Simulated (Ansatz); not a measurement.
Input and command of a plane-wave DFT calculation in Ansatz:

```yaml
crystal:
  lattice:
    - [3.0759982064, 0.0, 0.0]
    - [-1.5379991032, 2.6638925888, 0.0]
    - [0.0, 0.0, 5.048]
  atoms:
    - { symbol: Si, position: [0.2970733944, 0.6401225491, -0.0198098257] }
    - { symbol: Si, position: [0.6666666667, 0.3333333333, 0.5] }
    - { symbol: C, position: [0.3333333333, 0.6666666667, 0.385] }
    - { symbol: C, position: [0.6666666667, 0.3333333333, 0.885] }
basis:
  ecutwfc: 500
kpoints:
  mp_grid: { grid: [12, 12, 6] }
hamiltonian:
  xc: r2scan
scf:
  occupations: { method: gaussian, width: 0.05 }
output:
  forces: true
  stress: true
  eigenvalues: true
```

```bash
ansatz run input.yaml --threads 1 --pin off --max-ram 2560MiB --backend cpu --events-out ev --progress --plain --runs-dir out
```

Processor: Intel(R) Xeon(R) Platinum 8488C (Sapphire Rapids), 1 thread, on a host shared with other jobs.

Q: How long does it run, and how much memory does it take?

A: About 39 s on 1 thread of Intel(R) Xeon(R) Platinum 8488C (Sapphire Rapids), with other jobs on the host, peak memory 0.74 GiB. It solves 12 bands at 436 k points (the mesh reduced by the symmetry that the task leaves, which can be less than the crystal's) with about 1099 plane waves, in 7 SCF iterations.
